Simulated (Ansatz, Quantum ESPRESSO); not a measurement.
# SiC (rock salt): bulk modulus from a few volumes

How stiff is rock salt SiC under hydrostatic load? Each row relaxes cell and atoms at a set pressure. The symmetry of the cell is held, so distortions that would lower it, which this phase may prefer, aren't tested. The phase is followed to these pressures whether or not it stays the stable one.

Calculated with Quantum ESPRESSO 7.5, PBEsol, GBRV 1.5 ultrasoft potentials, cutoff 680 eV, Fermi–Dirac smearing 0.05 eV, k-mesh 18×18×18, no spin polarisation, no spin-orbit coupling.

Reference cell, relaxed at zero pressure with PBEsol (Fm-3m): a = 2.8529 Å, b = 2.8529 Å, c = 2.8529 Å, α = 60.00°, β = 60.00°, γ = 60.00°.

```csv
atom,x,y,z
Si,0.0000,0.0000,0.0000
C,0.5000,0.5000,0.5000
```

```
V (Å³/atom)    V/V0  P (GPa)  E − E0 (meV/atom)
     8.3412  1.0161   −4.012                1.6
     8.0559  0.9813    4.992                2.4
     7.7875  0.9486   14.986               18.9
     7.6733  0.9347   19.976               31.3
     7.4649  0.9093   29.977               63.8
```

V0 = 8.2092 Å³ an atom, where the residual pressure P0 is −0.020 GPa. **Question.** Fit the Birch–Murnaghan law and give the pressure and the energy at V = 7.9153 Å³ an atom, a row left out above.

With the Eulerian strain f = ½[(V0/V)^(2/3) − 1] and F = (P − P0)/[3f(1 + 2f)^(5/2)], the third-order law is the line F = B0 + (3/2) B0 (B′ − 4) f.

```
       f  F (GPa)
 0.03271   260.93
 0.02302   258.77
 0.01789   256.05
 0.00632   256.04
−0.00529   258.37
```

A straight line through the 5 rows: the means are 0.01493 for f and 258.03 for F, Σ(Δx)² = 0.0008733 and ΣΔxΔy = 0.06195, so the slope is 0.06195/0.0008733 = 70.933 and the intercept 258.03 − (70.933)(0.01493) = 256.97.

Hence B0 = 257.0 GPa and B′ = 4 + (70.9)/(1.5 × 257.0) = 4.18. For the withheld volume f = 0.01230, F = 257.85 GPa and P = 10.09 GPa. The run itself gives 9.97 GPa, so the estimate misses by 0.12 GPa; the fitted rows themselves lie up to 0.19 GPa off the law.

Integrating the same law gives E − E0 = (9/2) B0 V0 f²[1 + (B′ − 4) f] + P0(V0 − V), with 1 GPa Å³ = 6.2415 meV: 8.9 meV an atom. The run itself gives 9.0 meV, so the estimate misses by 0.1 meV, a rounding's worth.

The same fit over all rows at other levels or in other programs gives B0 = 257 GPa with PBEsol (Ansatz).

[Logs are printed without paths, hosts, clocks, repeated set-up lines and the standing remarks that a program may print on its own settings, such as how far it seeks lower states.]
